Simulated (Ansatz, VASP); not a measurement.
**One calculation of MgI2, two programs**

```
Mg I
1.0
     4.25161    0.00000    0.00000
    -2.12581    3.68200    0.00000
     0.00000    0.00000    7.89418
Mg I
1 2
Direct
  0.00000 0.00000 0.00000
  0.33333 0.66667 0.79739
  0.66667 0.33333 0.20261
```

Alike in both runs: task single point; functional PBE; k mesh 6 × 6 × 4; occupations gaussian, width 0.05 eV; no spin polarisation.

```csv
,VASP,Ansatz
version,VASP 6.6.1,Ansatz 0.2.0
potentials or method,"VASP PAW PBE potentials, release 64 (Mg, I)","scalar-relativistic, plane waves, PAW"
plane-wave cutoff (eV),520,520
valence electrons in the cell,16,44
```

Ansatz gave:

```
gap on the k mesh at the Fermi level (eV)       : 3.76
least direct gap on the mesh (eV)               : 3.84
pressure (GPa)                                  : 0.4
largest component of the traceless stress (GPa) : 0.70
rms of the force components (eV/Å)              : 0.134
```

**Question.** Which values does VASP return?

**Answer.** gap on the k mesh at the Fermi level (eV): 3.74; least direct gap on the mesh (eV): 3.83; pressure (GPa): 0.4; largest component of the traceless stress (GPa): 0.71; rms of the force components (eV/Å): 0.129.

Atom by atom the forces differ by 0.005 eV/Å (rms over components). The two sets of potentials don't hold the same shells in valence.

Caveats: spin-orbit coupling is left out, which moves the levels of the heavy elements; this functional lacks dispersion, which binds the layers, so the pressure and a relaxed spacing across them are unreliable. A k mesh can miss the band edges.
